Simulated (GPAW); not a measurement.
SiC:

```
Si C
1.0
     3.07569    0.00000    0.00000
    -1.53785    2.66363    0.00000
     0.00000    0.00000   10.07065
Si C
4 4
Direct
  0.00000 0.00000 0.18789
  0.00000 0.00000 0.68789
  0.33333 0.66667 0.43784
  0.66667 0.33333 0.93784
  0.00000 0.00000 0.00046
  0.00000 0.00000 0.50046
  0.33333 0.66667 0.24980
  0.66667 0.33333 0.74980
```

The cell is a database's computed one.

| Property | Result |
| --- | --- |
| Program | GPAW 26.7.0 |
| Task | relaxation of cell and atoms |
| Functional | BP86 |
| Potentials or basis | PAW data sets generated in the run's folder for this functional |
| Cutoff | 800 eV |
| Basis | pw |
| k mesh | 6 × 6 × 2 |
| Occupations | fermi-dirac, width 0.05 eV |
| Spin | no spin polarisation |

At the start: pressure 6.3 GPa; volume 10.31 Å³/atom.

Task: Where does the relaxation end?

Result: Over 3 steps the energy falls by 6.1 meV/atom and the volume is 10.60 Å³/atom (+2.8 %); space group P6_3mc (No. 186, to 0.05 Å).

Step by step:
| step | energy change (eV) | largest force (eV/Å) | pressure (GPa) | volume (Å³) |
| --- | --- | --- | --- | --- |
| 1 | 0.0000 | 0.0025 | 6.27 | 82.50 |
| 2 | -0.0070 | 0.0021 | 5.76 | 82.68 |
| 3 | -0.0486 | 0.0050 | 0.15 | 84.81 |

Final structure:
```yaml
crystal:
  lattice:
    - [3.10436, 0.00000, 0.00000]
    - [-1.55218, 2.68845, 0.00000]
    - [0.00000, 0.00000, 10.16157]
  atoms:
    - { symbol: Si, position: [0.00000, 0.00000, 0.18787] }
    - { symbol: Si, position: [0.00000, 0.00000, 0.68787] }
    - { symbol: Si, position: [0.33333, 0.66667, 0.43788] }
    - { symbol: Si, position: [0.66667, 0.33333, 0.93788] }
    - { symbol: C, position: [0.00000, 0.00000, 0.00044] }
    - { symbol: C, position: [0.00000, 0.00000, 0.50044] }
    - { symbol: C, position: [0.33333, 0.66667, 0.24980] }
    - { symbol: C, position: [0.66667, 0.33333, 0.74980] }
```

Caveat: the k mesh is coarse; later steps reuse the first step's grids.
